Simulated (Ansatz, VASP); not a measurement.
Si2N: VASP beside Ansatz

```xyz
3
Lattice="0.0000 2.6913 2.6913 2.6913 0.0000 2.6913 2.6913 2.6913 0.0000" Properties=species:S:1:pos:R:3 pbc="T T T"
Si    1.3456    1.3456    1.3456
Si    4.0369    4.0369    4.0369
N     0.0000    0.0000    0.0000
```

Alike in both runs: functional PBE; k mesh 6 × 6 × 6; occupations gaussian, width 0.1 eV; no spin polarisation.

Ansatz relaxed the structure, and its values are those at the end. VASP's run is a single point on that final structure, the one shown.

```csv
,VASP,Ansatz
version,VASP 6.6.1,Ansatz 0.2.0
potentials or method,"VASP PAW PBE potentials, release 64 (Si, N)","scalar-relativistic, plane waves, PAW"
plane-wave cutoff (eV),520,420
valence electrons in the cell,13,13
```

Ansatz gave:

| Item | Value |
| --- | --- |
| gap on the k mesh at the Fermi level (eV) | none |
| pressure (GPa) | 0.3 |

Question: Estimate VASP's values.

Answer: gap on the k mesh at the Fermi level (eV): none; pressure (GPa): 0.2.

A gap of «none» marks a metal or a gap that the smearing closes.
